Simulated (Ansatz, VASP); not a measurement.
TaN: VASP beside Ansatz

```
Ta N
1.0
     5.22589    0.00000    0.00000
    -2.61295    4.52575    0.00000
     0.00000    0.00000    2.92265
Ta N
3 3
Direct
  0.33333 0.66667 0.50000
  0.66667 0.33333 0.50000
  0.00000 0.00000 0.00000
  0.39249 0.00000 0.00000
  0.60751 0.60751 0.00000
  0.00000 0.39249 0.00000
```

Alike in both runs: functional PBE; k mesh 12 × 12 × 12; occupations gaussian, width 0.1 eV; no spin polarisation.

Ansatz relaxed the structure, and its values are those at the end. VASP's run is a single point on that final structure, the one shown.

|  | VASP | Ansatz |
| --- | --- | --- |
| version | VASP 6.6.1 | Ansatz 0.2.0 |
| potentials or method | VASP PAW PBE potentials, release 64 (Ta_pv, N) | scalar-relativistic, plane waves, PAW |
| plane-wave cutoff (eV) | 520 | 420 |
| valence electrons in the cell | 48 | 54 |

|  | VASP | Ansatz | Ansatz less VASP |
| --- | --- | --- | --- |
| gap on the k mesh at the Fermi level (eV) | none | none | - |
| pressure (GPa) | 0.7 | 0.0 | -0.68 |

A gap of «none» marks a metal or a gap that the smearing closes. The two sets of potentials don't hold the same shells in valence.

The runs have no spin-orbit coupling, so splittings on Ta are missing.
